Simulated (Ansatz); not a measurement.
Wanted: the native input for an Ansatz 0.2.0 run.

```yaml
Task: band structure
Functional: B3LYP5
Potentials_or_basis: Ansatz PAW
Cutoff: "420 eV (not typed: the program's choice for these potentials)"
k_mesh: 4 × 4 × 2
Occupations: fermi-dirac, width 0.05 eV
Spin: no spin polarisation
Path: "[[\"G\", \"M\", \"K\", \"G\", \"A\", \"L\", \"H\", \"A\"], [\"L\", \"M\"], [\"K\", \"H\"]]"
Points_for_each_segment_of_the_path: 4
```

Crystal: CdSe (Cadmoselite).

```
CELL_PARAMETERS angstrom
4.30000 0.00000 0.00000
-2.15000 3.72391 0.00000
0.00000 0.00000 7.02000
ATOMIC_POSITIONS crystal
Cd 0.66667 0.33333 0.50000
Cd 0.33333 0.66667 0.00000
Se 0.66667 0.33333 0.88500
Se 0.33333 0.66667 0.38500
```

These files were run (other wordings do the same):

input.yaml

```yaml
crystal:
  lattice:
    - [4.3, 0.0, 0.0]
    - [-2.15, 3.7239092363, 0.0]
    - [0.0, 0.0, 7.02]
  atoms:
    - { symbol: Cd, position: [0.6666666667, 0.3333333333, 0.5] }
    - { symbol: Cd, position: [0.3333333333, 0.6666666667, 0.0] }
    - { symbol: Se, position: [0.6666666667, 0.3333333333, 0.885] }
    - { symbol: Se, position: [0.3333333333, 0.6666666667, 0.385] }
hamiltonian:
  xc: b3lyp5
  pseudopotentials: { kind: paw }
kpoints:
  mp_grid: { grid: [4, 4, 2] }
  band_path:
    path:
      - [[0.0, 0.0, 0.0], [0.5, 0.0, 0.0], [0.3333333333, 0.3333333333, 0.0], [0.0, 0.0, 0.0], [0.0, 0.0, 0.5], [0.5, 0.0, 0.5], [0.3333333333, 0.3333333333, 0.5], [0.0, 0.0, 0.5]]
      - [[0.5, 0.0, 0.5], [0.5, 0.0, 0.0]]
      - [[0.3333333333, 0.3333333333, 0.0], [0.3333333333, 0.3333333333, 0.5]]
    npoints: 4
scf:
  occupations: { method: fermi_dirac, width: 0.05 }
  n_extra_bands: 10
output:
  forces: true
  stress: true
  eigenvalues: true
  fatbands: false
  write_density: true
  write_potential: true
  elf: true
  volumetric_format: npy
```

Potentials or basis: Ansatz PAW.

Launch:

```console
$ ansatz run input.yaml --threads 2 --pin off --max-ram 5632MiB --backend cpu --events-out ev --progress --plain --runs-dir out
```

It gave:

```json
{
 "Pressure": "4.4 GPa",
 "Largest force": "0.313 eV/Å",
 "Band gap on the k mesh": "1.89 eV, direct",
 "Band gap along the path": "1.89 eV, direct"
}
```

Caveat: the k mesh is coarse (spacing up to 0.45 Å⁻¹), so the values aren't converged, least of all with exact exchange; the PAW data sets come from PBE, with cores solved anew for the run's functional, which leaves a small shift of forces and pressure; the thresholds are loose for stress.

It took 17 min on 2 threads of Intel(R) Xeon(R) Processor @ 2.50GHz (Skylake/Cascade Lake), with other jobs on the host, peak memory 1.2 GiB.
